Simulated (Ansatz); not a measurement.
The crystal of HfSi₂ (Cmcm), relaxed at this level, has 15.87 Å³/atom and no gap on the mesh:

```cif
data_structure
_symmetry_space_group_name_H-M 'Cmcm'
_symmetry_Int_Tables_number 63
_cell_length_a 3.6500
_cell_length_b 14.3450
_cell_length_c 3.6361
_cell_angle_alpha 90.000
_cell_angle_beta 90.000
_cell_angle_gamma 90.000
_cell_volume 190.38
loop_
_atom_site_label
_atom_site_type_symbol
_atom_site_symmetry_multiplicity
_atom_site_Wyckoff_symbol
_atom_site_fract_x
_atom_site_fract_y
_atom_site_fract_z
_atom_site_occupancy
Hf1 Hf 4 c 0.00000 0.10470 0.75000 1
Si1 Si 4 c 0.00000 0.44482 0.75000 1
Si2 Si 4 c 0.50000 0.24978 0.75000 1
```

From a supercell of 24 atoms with 16 Si sites, Si atoms were taken out at random (neutral cells). Vacancies this close interact, so the results aren't those of isolated ones. Each cell was relaxed without symmetry on coarser meshes and computed once more; the crystal stands on its own mesh of 10×10×10. Theory: DFT PBEsol, scalar-relativistic, plane waves, PAW in Ansatz 0.2.0.

Plane waves to 420 eV, a k mesh through Γ of 5×5×5 on the computed 23-atom cell and Gaussian smearing (0.10 eV); no spin polarisation.

The relaxation ran on 2×2×2 (shifted) and then 3×3×3 k points with a smearing of 0.1 eV, from sites shaken by 0.02 Å.

What do the vacancies cost, and what do they do to volume and gap?

One draw a row:

| atoms removed | energy a vacancy, Si at its standard state (eV) | cell volume / perfect | gap on mesh (eV) | P (GPa) | largest force (eV/Å) |
| --- | --- | --- | --- | --- | --- |
| 1 | 1.79 | 0.992 | 0.00 | 0.0 | 0.07 |
| 3 | 1.90 | 0.981 | 0.00 | 0.0 | 0.09 |
| 4 | 2.13 | 0.966 | 0.00 | 0.0 | 0.07 |

Spin-orbit coupling is left out, which matters for the bands of heavy elements.

Cost: 6 runs of about 25 core-minutes in all (earlier runs that led there not counted), on Intel Xeon 6975P-C (Granite Rapids) (shared hosts).